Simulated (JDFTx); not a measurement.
Crystal: MgF2 (Sellaite).

```
Mg F
1.0
     4.62500    0.00000    0.00000
     0.00000    4.62500    0.00000
     0.00000    0.00000    3.05200
Mg F
2 4
Direct
  0.50000 0.50000 0.50000
  0.00000 0.00000 0.00000
  0.80300 0.19700 0.50000
  0.69700 0.69700 0.00000
  0.19700 0.80300 0.50000
  0.30300 0.30300 0.00000
```

| Item | Value |
| --- | --- |
| Program | JDFTx 1.7.0 (patched build) |
| Task | single point |
| Functional | PBEsol |
| Potentials or basis | PseudoDojo-SR-PBEsol-0.4.1-standard with smoothed tails |
| Cutoff | 1143 eV |
| Density cutoff | 9143 eV |
| k mesh | 6 × 6 × 9 |
| Occupations | fermi-dirac, width 0.05 eV |
| Spin | no spin polarisation |

On this cell: pressure 0.7 GPa; largest force 0.018 eV/Å; band gap on the k mesh 6.97 eV, direct.

The same run follows on a disturbed copy (atoms moved at random, drawn with an rms of 0.05 Å):

```
CELL_PARAMETERS angstrom
4.62500 0.00000 0.00000
0.00000 4.62500 0.00000
0.00000 0.00000 3.05200
ATOMIC_POSITIONS crystal
Mg 0.49949 0.49856 0.49257
Mg 0.99715 0.99374 0.98730
F 0.80489 0.19852 0.50408
F 0.69802 0.68044 0.99419
F 0.20017 0.79432 0.49481
F 0.30484 0.30364 0.00568
```

What changes?

The energy moves by +7.2 meV/atom; pressure 1.0 GPa; largest force 0.581 eV/Å; band gap on the k mesh 6.95 eV, direct.

Forces in eV/Å, atoms in the order of the input:
```
Mg   0.007 -0.274  0.209
Mg   0.154  0.086  0.309
F    0.085 -0.339 -0.228
F    0.278  0.510 -0.008
F   -0.288  0.362 -0.057
F   -0.236 -0.345 -0.224
```

Stress tensor (GPa, compression positive):
```
 0.92 -0.17  0.41
-0.17  0.87  0.07
 0.41  0.07  1.29
```

Caveats: an odd mesh through Γ misses points on the zone boundary, where band edges often lie.
